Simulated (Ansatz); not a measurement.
HfO2:

```
Hf O
1.0
     5.21946    0.00000    0.00000
     0.00000    5.00476    0.00000
     0.00000    0.00000    5.03269
Hf O
4 8
Cartesian
  5.0472 3.6661 3.7314
  2.7820 3.6661 1.2151
  2.4375 1.3387 3.7314
  0.1723 1.3387 1.2151
  3.2994 4.6477 4.4251
  4.5298 4.6477 1.9087
  1.2211 2.7020 2.4776
  1.3886 2.7020 4.9939
  3.9984 2.3028 4.9939
  3.8308 2.3028 2.4776
  0.6896 0.3571 4.4251
  1.9201 0.3571 1.9087
```

Measurements of this composition are mostly on another form, of space group No. 14.

Program: Ansatz 0.2.0. Alike in all runs: task band structure; potentials or basis Ansatz PAW; no spin polarisation; cell as given; k mesh 4 × 5 × 4; smearing fermi-dirac 0.05 eV.

Q: Order these runs on this cell by their band gap on the k mesh, lowest first.
A. level PBEsol; cutoff (eV) 420
B. level r2SCAN; cutoff (eV) 500
C. level revPBE; cutoff (eV) 420

A: A (4.43 eV), C (4.60 eV), B (5.06 eV).

Caveats: spin-orbit coupling is left out, which moves the levels of the heavy elements.

